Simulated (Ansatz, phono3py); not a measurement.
# Scattering channels in AlAs (F-43m), one at a time, part 2 of 4

Aim: with force constants in hand, see how mesh, solver, isotopes and boundaries change the conductivity of AlAs.

Measurements to reproduce:
- thermal conductivity 98 W/m/K near room temperature (given in “Combining the AFLOW GIBBS and Elastic Libraries to efficiently and robustly screen thermo-mechanical properties of solids”, 2017, arXiv:1611.05714)

phono3py 4.10.0; DFT LDA, scalar-relativistic, plane waves, PAW; PAW set soft_1; phono3py on Ansatz's force constants.

So far, κ at 300 K (W/m/K): step 2 (relaxation-time solution) 87.5; step 4 (isotopes none) 87.5; step 5 (q-mesh of the transport sums 5×5×5) 94.4; step 6 (q-mesh of the transport sums 7×7×7) 74.4.

**7. Another q-mesh, third order supercell 3×3×3, supercell 6×6×6 (run 3)**

The q-mesh of the transport sums changes, with the same scattering terms.

Input file phono3py.yaml:

```yaml
phono3py:
  version: "4.10.0"
  frequency_unit_conversion_factor: 15.633302
  symmetry_tolerance: 1.00000e-05

physical_unit:
  atomic_mass: "AMU"
  length: "angstrom"

space_group:
  type: "F-43m"
  number: 216
  Hall_symbol: "F -4 2 3"

primitive_matrix:
- [  1.000000000000000,  0.000000000000000,  0.000000000000000 ]
- [  0.000000000000000,  1.000000000000000,  0.000000000000000 ]
- [  0.000000000000000,  0.000000000000000,  1.000000000000000 ]

supercell_matrix:
- [   3,   0,   0 ]
- [   0,   3,   0 ]
- [   0,   0,   3 ]

# [primitive_cell block left out]
unit_cell:
  lattice:
  - [     0.000000000000000,     2.814436708000000,     2.814436708000000 ] # a
  - [     2.814436708000000,     0.000000000000000,     2.814436708000000 ] # b
  - [     2.814436708000000,     2.814436708000000,     0.000000000000000 ] # c
  points:
  - symbol: Al # 1
    coordinates: [  0.000000000000000,  0.000000000000000,  0.000000000000000 ]
    mass: 26.981538
    reduced_to: 1
  - symbol: As # 2
    coordinates: [  0.250000000000000,  0.250000000000000,  0.250000000000000 ]
    mass: 74.921595
    reduced_to: 2

# [supercell block left out]
phonon_supercell_matrix:
- [   6,   0,   0 ]
- [   0,   6,   0 ]
- [   0,   0,   6 ]

# [phonon_primitive_cell block left out]
# [phonon_supercell block left out]
nac:
  born_effective_charge:
  - # 1 (Al)
    - [  2.148050714916756,  0.000000000000000,  0.000000000000000 ]
    - [  0.000000000000000,  2.148050714916756,  0.000000000000000 ]
    - [  0.000000000000000,  0.000000000000000,  2.148050714916756 ]
  - # 2 (As)
    - [ -2.148050714916756,  0.000000000000000,  0.000000000000000 ]
    - [  0.000000000000000, -2.148050714916756,  0.000000000000000 ]
    - [  0.000000000000000,  0.000000000000000, -2.148050714916756 ]
  dielectric_constant:
    - [  9.438149174788510,  0.000000000000000,  0.000000000000000 ]
    - [  0.000000000000000,  9.438149174788506,  0.000000000000000 ]
    - [  0.000000000000000,  0.000000000000000,  9.438149174788510 ]
  unit_conversion_factor: 14.399645
```

On the command line:

```bash
phono3py phono3py.yaml --mesh 9 9 9 --br --isotope --ts 100 300 600
```

Output:

```text
[banner, memory and clock lines left out]
Rust backend (phonors) using rayon (8 threads).
Running in phono3py.load mode.
Spglib version 2.8.0
----------------------------- General settings -----------------------------
Run mode: conductivity-RTA
HDF5 data compression filter: gzip
Crystal structure was read from "phono3py.yaml".
Supercell (dim): [3 3 3]
Phonon supercell (dim-fc2): [6 6 6]
Primitive matrix:
  [1. 0. 0.]
  [0. 1. 0.]
  [0. 0. 1.]
Spacegroup: F-43m (216)
Use -v option to watch primitive cell, unit cell, and supercell structures.
[...]
10.208   (  -0.000    6.102   -7.663)    9.795
  10.295   (   0.000  -13.873   -0.748)   13.893
=================== End of collection of collisions ===================
----------- Thermal conductivity (W/m-k) with tetrahedron method -----------
#  T(K)        xx         yy         zz         yz         xz         xy
  100.0     284.630    284.630    284.630     -0.000      0.000      0.000
  300.0      77.711     77.711     77.711     -0.000      0.000      0.000
  600.0      38.272     38.272     38.272     -0.000      0.000      0.000

Thermal conductivity related properties were written into
"kappa-m999.hdf5".
Summary of calculation was written in "phono3py.yaml".
```

Wall time 2.5 s (8 threads of Arm Neoverse V1, shared host); peak memory 0.23 GiB.

W/m/K. Kappa, by row:

| T (K) | xx | yy | zz | yz | xz | xy |
| --- | --- | --- | --- | --- | --- | --- |
| 100 | 284.6 | 284.6 | 284.6 | 0 | 0 | 0 |
| 300 | 77.71 | 77.71 | 77.71 | 0 | 0 | 0 |
| 600 | 38.27 | 38.27 | 38.27 | 0 | 0 | 0 |

κ at 300 K goes from 87.5 in the base run to 77.7 W/(m K).

**8. Another q-mesh, third order supercell 3×3×3, supercell 6×6×6 (run 4)**

The q-mesh of the transport sums changes, with the same scattering terms.

phono3py.yaml is that of step 7.

On the command line:

```bash
phono3py phono3py.yaml --mesh 13 13 13 --br --isotope --ts 100 300 600
```

Output:

```text
[banner, memory and clock lines left out]
Rust backend (phonors) using rayon (8 threads).
Running in phono3py.load mode.
Spglib version 2.8.0
----------------------------- General settings -----------------------------
Run mode: conductivity-RTA
HDF5 data compression filter: gzip
Crystal structure was read from "phono3py.yaml".
Supercell (dim): [3 3 3]
Phonon supercell (dim-fc2): [6 6 6]
Primitive matrix:
  [1. 0. 0.]
  [0. 1. 0.]
  [0. 0. 1.]
Spacegroup: F-43m (216)
Use -v option to watch primitive cell, unit cell, and supercell structures.
[...]
10.174   (  -0.000    3.798   -8.325)    9.150
  10.258   (   0.000   -9.915    0.189)    9.917
=================== End of collection of collisions ===================
----------- Thermal conductivity (W/m-k) with tetrahedron method -----------
#  T(K)        xx         yy         zz         yz         xz         xy
  100.0     371.083    371.083    371.083     -0.000      0.000      0.000
  300.0      90.658     90.658     90.658     -0.000      0.000      0.000
  600.0      44.066     44.066     44.066     -0.000      0.000      0.000

Thermal conductivity related properties were written into
"kappa-m131313.hdf5".
Summary of calculation was written in "phono3py.yaml".
```

Run time: 5.1 s. Hardware: 8 threads; peak memory 0.23 GiB; 23 s of CPU time.

κ at 300 K goes from 87.5 in the base run to 90.7 W/(m K).

**9. Another q-mesh, third order supercell 3×3×3, supercell 6×6×6 (run 5)**

The q-mesh of the transport sums changes, with the same scattering terms.

phono3py.yaml is that of step 8.

On the command line:

```bash
phono3py phono3py.yaml --mesh 17 17 17 --br --isotope --ts 100 300 600
```

Output:

```text
[banner, memory and clock lines left out]
Rust backend (phonors) using rayon (8 threads).
Running in phono3py.load mode.
Spglib version 2.8.0
----------------------------- General settings -----------------------------
Run mode: conductivity-RTA
HDF5 data compression filter: gzip
Crystal structure was read from "phono3py.yaml".
Supercell (dim): [3 3 3]
Phonon supercell (dim-fc2): [6 6 6]
Primitive matrix:
  [1. 0. 0.]
  [0. 1. 0.]
  [0. 0. 1.]
Spacegroup: F-43m (216)
Use -v option to watch primitive cell, unit cell, and supercell structures.
[...]
10.152   (   0.000    2.489   -7.947)    8.328
  10.244   (   0.000   -7.553    0.092)    7.554
=================== End of collection of collisions ===================
----------- Thermal conductivity (W/m-k) with tetrahedron method -----------
#  T(K)        xx         yy         zz         yz         xz         xy
  100.0     350.831    350.831    350.831     -0.000      0.000      0.000
  300.0      85.845     85.845     85.845     -0.000      0.000      0.000
  600.0      41.846     41.846     41.846     -0.000      0.000      0.000

Thermal conductivity related properties were written into
"kappa-m171717.hdf5".
Summary of calculation was written in "phono3py.yaml".
```

Elapsed: 15 s, on 8 threads; peak memory 0.23 GiB; 98 s of CPU time.

W/m/K. Kappa, by row:

| T (K) | xx | yy | zz | yz | xz | xy |
| --- | --- | --- | --- | --- | --- | --- |
| 100 | 350.8 | 350.8 | 350.8 | 0 | 0 | 0 |
| 300 | 85.85 | 85.85 | 85.85 | 0 | 0 | 0 |
| 600 | 41.85 | 41.85 | 41.85 | 0 | 0 | 0 |

κ at 300 K goes from 87.5 in the base run to 85.8 W/(m K).

**10. Another q-mesh, third order supercell 3×3×3, supercell 6×6×6 (run 6)**

The q-mesh of the transport sums changes, with the same scattering terms.

phono3py.yaml is that of step 9.

On the command line:

```bash
phono3py phono3py.yaml --mesh 23 23 23 --br --isotope --ts 100 300 600
```

Output:

```text
[banner, memory and clock lines left out]
Rust backend (phonors) using rayon (8 threads).
Running in phono3py.load mode.
Spglib version 2.8.0
----------------------------- General settings -----------------------------
Run mode: conductivity-RTA
HDF5 data compression filter: gzip
Crystal structure was read from "phono3py.yaml".
Supercell (dim): [3 3 3]
Phonon supercell (dim-fc2): [6 6 6]
Primitive matrix:
  [1. 0. 0.]
  [0. 1. 0.]
  [0. 0. 1.]
Spacegroup: F-43m (216)
Use -v option to watch primitive cell, unit cell, and supercell structures.
[...]
10.116   (  -3.612    5.111   -0.000)    6.259
  10.248   (  -3.312   -7.586    0.000)    8.277
=================== End of collection of collisions ===================
----------- Thermal conductivity (W/m-k) with tetrahedron method -----------
#  T(K)        xx         yy         zz         yz         xz         xy
  100.0     375.786    375.786    375.786     -0.000     -0.000      0.000
  300.0      90.985     90.985     90.985     -0.000     -0.000      0.000
  600.0      44.185     44.185     44.185     -0.000     -0.000      0.000

Thermal conductivity related properties were written into
"kappa-m232323.hdf5".
Summary of calculation was written in "phono3py.yaml".
```

The job ended after 76 s (8 threads; peak memory 0.23 GiB).

W/m/K. Kappa, by row:

| T (K) | xx | yy | zz | yz | xz | xy |
| --- | --- | --- | --- | --- | --- | --- |
| 100 | 375.8 | 375.8 | 375.8 | 0 | 0 | 0 |
| 300 | 90.99 | 90.99 | 90.99 | 0 | 0 | 0 |
| 600 | 44.18 | 44.18 | 44.18 | 0 | 0 | 0 |

κ at 300 K goes from 87.5 in the base run to 91.0 W/(m K).

**11. Mesh convergence**

This step: DFT LDA, scalar-relativistic, plane waves, PAW; PAW set soft_1 (phono3py 4.10.0).

Series, by row:

| mesh points along each axis | kappa at 100 K (W/m/K) | kappa at 300 K (W/m/K) | kappa at 600 K (W/m/K) | seconds |
| --- | --- | --- | --- | --- |
| 5 | 260.8 | 94.41 | 47.82 | 2.08 |
| 7 | 250.9 | 74.37 | 36.91 | 2.22 |
| 9 | 284.6 | 77.71 | 38.27 | 2.49 |
| 13 | 371.1 | 90.66 | 44.07 | 5.06 |
| 17 | 350.8 | 85.85 | 41.85 | 15.34 |
| 23 | 375.8 | 90.99 | 44.18 | 76.06 |

**12. Boundary scattering, third order supercell 3×3×3, supercell 6×6×6**

A boundary term v/L is added to each rate, a simple model of grains or a thin sample.

This step: DFT LDA, scalar-relativistic, plane waves, PAW; PAW set soft_1; phono3py on Ansatz's force constants (phono3py 4.10.0).

phono3py.yaml is that of step 10.

On the command line:

```bash
phono3py phono3py.yaml --mesh 19 19 19 --br --isotope --boundary-mfp 0.01 --ts 100 150 200 300 400 500 600 800
```

Output:

```text
[banner, memory and clock lines left out]
Rust backend (phonors) using rayon (8 threads).
Running in phono3py.load mode.
Spglib version 2.8.0
----------------------------- General settings -----------------------------
Run mode: conductivity-RTA
HDF5 data compression filter: gzip
Crystal structure was read from "phono3py.yaml".
Supercell (dim): [3 3 3]
Phonon supercell (dim-fc2): [6 6 6]
Primitive matrix:
  [1. 0. 0.]
  [0. 1. 0.]
  [0. 0. 1.]
Spacegroup: F-43m (216)
Use -v option to watch primitive cell, unit cell, and supercell structures.
NAC parameters were read from "phono3py.yaml".
fc3 was read from "fc3.hdf5".
fc2 was read from "fc2.hdf5".
----------------------------- Force constants ------------------------------
Max drift of fc3: 0.00000000 (zzz) 0.00000000 (zzz) 0.00000000 (zzz)
Max drift of fc2: 0.00000000 (yy) 0.00000000 (yy)
--------------------------- Calculation settings ---------------------------
Non-analytical term correction (NAC): True
NAC unit conversion factor:  14.39964
BZ integration: Tetrahedron-method
Temperature:  100.0  150.0  200.0  300.0  400.0 ... 800.0
Cutoff frequency: 0.01
Mesh sampling: [ 19 19 19 ]
Generating grid system ... [ 19 19 19 ]
fc3-r2q-transformation over three atoms: True
--------------------------- Phonon calculations ----------------------------
  PRB 50, 13035(R) (1994), PRB 55, 10355 (1997)
  G-cutoff distance: 1.17, Number of G-points: 307, Lambda: 0.37
Running harmonic phonon calculations...
-------------------- Lattice thermal conductivity (RTA) --------------------
Running heat capacity calculations...
Running velocity calculations...
Running isotope scattering calculations with tetrahedron method...
======================= Grid point 0 (1/220) =======================
q-point: ( 0.00  0.00  0.00)
Boundary mean free path (micrometer): 0.01000
Mass variance parameters: 0.00e+00 0.00e+00
Number of triplets: 220
Frequency     group velocity (x, y, z)     |gv|
  -0.000   (   0.000    0.000    0.000)    0.000
  -0.000   (   0.000    0.000    0.000)    0.000
  -0.000   (   0.000    0.000    0.000)    0.000
  10.749   (   0.000    0.000    0.000)    0.000
  10.749   (   0.000    0.000    0.000)    0.000
  10.749   (   0.000    0.000   -0.000)    0.000
======================= Grid point 1 (2/220) =======================
q-point: ( 0.05  0.00  0.00)
Boundary mean free path (micrometer): 0.01000
Mass variance parameters: 0.00e+00 0.00e+00
Number of triplets: 670
Frequency     group velocity (x, y, z)     |gv|
   0.469   ( -16.473   16.473   16.473)   28.531
   0.469   ( -16.473   16.473   16.473)   28.531
   1.026   ( -36.045   36.045   36.045)   62.431
  10.730   (   1.355   -1.355   -1.355)    2.347
  10.730   (   1.355   -1.355   -1.355)    2.347
  11.824   (   0.618   -0.618   -0.618)    1.071
[217 grid points left out]
======================= Grid point 1647 (220/220) =======================
q-point: (-0.26  0.47  0.21)
Boundary mean free path (micrometer): 0.01000
Mass variance parameters: 0.00e+00 0.00e+00
Number of triplets: 1810
Frequency     group velocity (x, y, z)     |gv|
   3.641   (  10.204    4.465   -0.000)   11.138
   3.959   (  -5.456    1.110    0.000)    5.567
   5.819   (   0.378   -2.165    0.000)    2.198
  10.023   (   4.693   -0.372   -0.000)    4.707
  10.117   (  -3.032    5.741   -0.000)    6.492
  10.260   (  -4.224   -8.706    0.000)    9.677
=================== End of collection of collisions ===================
----------- Thermal conductivity (W/m-k) with tetrahedron method -----------
#  T(K)        xx         yy         zz         yz         xz         xy
  100.0       4.567      4.567      4.567     -0.000      0.000      0.000
  150.0       5.369      5.369      5.369     -0.000      0.000      0.000
  200.0       5.673      5.673      5.673     -0.000      0.000      0.000
  300.0       5.723      5.723      5.723     -0.000      0.000      0.000
  400.0       5.550      5.550      5.550     -0.000      0.000      0.000
  500.0       5.337      5.337      5.337     -0.000      0.000      0.000
  600.0       5.127      5.127      5.127     -0.000      0.000      0.000
  800.0       4.752      4.752      4.752     -0.000      0.000      0.000

Thermal conductivity related properties were written into
"kappa-m191919.hdf5".
Summary of calculation was written in "phono3py.yaml".
```

The job ended after 27 s (8 threads; peak memory 0.23 GiB; 3.1 min of CPU time).

This step gave:

| Item | Value |
| --- | --- |
| κ at 300 K | 5.723 W/m/K |
| κ xx, yy, zz at 300 K | 5.723, 5.723, 5.723 W/m/K |

W/m/K. Kappa, by row:

| T (K) | xx | yy | zz | yz | xz | xy |
| --- | --- | --- | --- | --- | --- | --- |
| 100 | 4.567 | 4.567 | 4.567 | 0 | 0 | 0 |
| 150 | 5.369 | 5.369 | 5.369 | 0 | 0 | 0 |
| 200 | 5.673 | 5.673 | 5.673 | 0 | 0 | 0 |
| 300 | 5.723 | 5.723 | 5.723 | 0 | 0 | 0 |
| 400 | 5.55 | 5.55 | 5.55 | 0 | 0 | 0 |
| 500 | 5.337 | 5.337 | 5.337 | 0 | 0 | 0 |
| 600 | 5.127 | 5.127 | 5.127 | 0 | 0 | 0 |
| 800 | 4.752 | 4.752 | 4.752 | 0 | 0 | 0 |

κ at 300 K goes from 87.5 in the base run to 5.72 W/(m K).

**13. Boundary scattering, third order supercell 3×3×3, supercell 6×6×6 (run 2)**

A boundary term v/L is added to each rate, a simple model of grains or a thin sample.

phono3py.yaml is that of step 12.

On the command line:

```bash
phono3py phono3py.yaml --mesh 19 19 19 --br --isotope --boundary-mfp 1 --ts 100 150 200 300 400 500 600 800
```

Output:

```text
[banner, memory and clock lines left out]
Rust backend (phonors) using rayon (8 threads).
Running in phono3py.load mode.
Spglib version 2.8.0
----------------------------- General settings -----------------------------
Run mode: conductivity-RTA
HDF5 data compression filter: gzip
Crystal structure was read from "phono3py.yaml".
Supercell (dim): [3 3 3]
Phonon supercell (dim-fc2): [6 6 6]
Primitive matrix:
  [1. 0. 0.]
  [0. 1. 0.]
  [0. 0. 1.]
Spacegroup: F-43m (216)
Use -v option to watch primitive cell, unit cell, and supercell structures.
[...]
----------- Thermal conductivity (W/m-k) with tetrahedron method -----------
#  T(K)        xx         yy         zz         yz         xz         xy
  100.0     135.656    135.656    135.656     -0.000      0.000      0.000
  150.0     105.722    105.722    105.722     -0.000      0.000      0.000
  200.0      86.375     86.375     86.375     -0.000      0.000      0.000
[...]
600.0      35.602     35.602     35.602     -0.000      0.000      0.000
  800.0      27.648     27.648     27.648     -0.000      0.000      0.000

Thermal conductivity related properties were written into
"kappa-m191919.hdf5".
Summary of calculation was written in "phono3py.yaml".
```

Wall time 27 s (8 threads); peak memory 0.23 GiB.

This step gave:

- κ at 300 K: 63.4 W/m/K
- κ xx, yy, zz at 300 K: 63.4, 63.4, 63.4 W/m/K

W/m/K. Kappa, by row:

| T (K) | xx | yy | zz | yz | xz | xy |
| --- | --- | --- | --- | --- | --- | --- |
| 100 | 135.7 | 135.7 | 135.7 | 0 | 0 | 0 |
| 150 | 105.7 | 105.7 | 105.7 | 0 | 0 | 0 |
| 200 | 86.38 | 86.38 | 86.38 | 0 | 0 | 0 |
| 300 | 63.4 | 63.4 | 63.4 | 0 | 0 | 0 |
| 400 | 50.21 | 50.21 | 50.21 | 0 | 0 | 0 |
| 500 | 41.64 | 41.64 | 41.64 | 0 | 0 | 0 |
| 600 | 35.6 | 35.6 | 35.6 | 0 | 0 | 0 |
| 800 | 27.65 | 27.65 | 27.65 | 0 | 0 | 0 |

κ at 300 K goes from 87.5 in the base run to 63.4 W/(m K).

**14. Direct solution of the linearised equation, third order supercell 3×3×3, supercell 6×6×6**

Solving the linearised equation directly keeps the heat that normal processes pass on between modes; it is dearer, so the mesh may be smaller.

phono3py.yaml is that of step 13.

On the command line:

```bash
phono3py phono3py.yaml --mesh 19 19 19 --lbte --isotope --ts 100 300 600
```

Output:

```text
[banner, memory and clock lines left out]
Rust backend (phonors) using rayon (8 threads).
Running in phono3py.load mode.
Spglib version 2.8.0
----------------------------- General settings -----------------------------
Run mode: conductivity-LBTE
HDF5 data compression filter: gzip
Crystal structure was read from "phono3py.yaml".
Supercell (dim): [3 3 3]
Phonon supercell (dim-fc2): [6 6 6]
Primitive matrix:
  [1. 0. 0.]
  [0. 1. 0.]
  [0. 0. 1.]
Spacegroup: F-43m (216)
Use -v option to watch primitive cell, unit cell, and supercell structures.
NAC parameters were read from "phono3py.yaml".
fc3 was read from "fc3.hdf5".
fc2 was read from "fc2.hdf5".
----------------------------- Force constants ------------------------------
Max drift of fc3: 0.00000000 (zzz) 0.00000000 (zzz) 0.00000000 (zzz)
Max drift of fc2: 0.00000000 (yy) 0.00000000 (yy)
--------------------------- Calculation settings ---------------------------
Non-analytical term correction (NAC): True
NAC unit conversion factor:  14.39964
BZ integration: Tetrahedron-method
Temperatures: 100.0  300.0  600.0
Cutoff frequency: 0.01
Mesh sampling: [ 19 19 19 ]
Generating grid system ... [ 19 19 19 ]
fc3-r2q-transformation over three atoms: True
--------------------------- Phonon calculations ----------------------------
  PRB 50, 13035(R) (1994), PRB 55, 10355 (1997)
  G-cutoff distance: 1.17, Number of G-points: 307, Lambda: 0.37
Running harmonic phonon calculations...
------------------- Lattice thermal conductivity (LBTE) -------------------
Running heat capacity calculations...
Running velocity calculations...
Running isotope scattering calculations with tetrahedron method...
======================= Grid point 0 (1/220) =======================
q-point: ( 0.00  0.00  0.00)
Boundary mean free path (millimeter): 1000.000
Mass variance parameters: 0.00e+00 0.00e+00
Number of triplets: 220
Frequency     group velocity (x, y, z)     |gv|
  -0.000   (   0.000    0.000    0.000)    0.000
  -0.000   (   0.000    0.000    0.000)    0.000
  -0.000   (   0.000    0.000    0.000)    0.000
[...]
======================= Grid point 1 (2/220) =======================
q-point: ( 0.05  0.00  0.00)
Boundary mean free path (millimeter): 1000.000
Mass variance parameters: 0.00e+00 0.00e+00
Number of triplets: 670
Frequency     group velocity (x, y, z)     |gv|
[...]
[217 grid points left out]
======================= Grid point 1647 (220/220) =======================
q-point: (-0.26  0.47  0.21)
Boundary mean free path (millimeter): 1000.000
Mass variance parameters: 0.00e+00 0.00e+00
Number of triplets: 1810
Frequency     group velocity (x, y, z)     |gv|
[...]
10.117   (  -3.032    5.741   -0.000)    6.492
  10.260   (  -4.224   -8.706    0.000)    9.677
=================== End of collection of collisions ===================
- Collision matrix shape (1, 3, 220, 6, 3, 220, 6, 3)
- Averaging collision matrix elements by phonon degeneracy [0.076s]
- Making collision matrix symmetric (Rust) [0.008s]
Diagonalize by scipy.linalg.lapack.dsyev sum=6.1e+00 d=0.0e+00 [76.758s]
Pinv by ignoring 1026/3960 dims under abs(eig)<1.0e-08 (np.dot) [0.012s]
----------- Thermal conductivity (W/m-k) with tetrahedron method -----------
#  T(K)        xx         yy         zz         yz         xz         xy
  100.0     352.844    352.844    352.844     -0.000      0.000      0.000
  (RTA)     354.899    354.899    354.899     -0.000      0.000      0.000
Diagonalize by scipy.linalg.lapack.dsyev
```

The job ended after 2.3 min (8 threads; peak memory 0.5 GiB).

The run was cut off at its time limit.

(Continued in part 3 of 4.)

[Logs are printed without paths, hosts, clocks, repeated set-up lines and the standing remarks that a program may print on its own settings, such as how far it seeks lower states.]

[Hosts, paths, dates, database ids (printed as entryN), source tags and the programs' standing remarks are cut or masked in the printed files.]

[A step with changed settings may run another functional than the one named; its input shows which.]

[Pressures of single members of a volume series are the stress at the run's cutoff; with an incomplete basis they can lie off −dE/dV of the same runs, and they are not shown converged.]
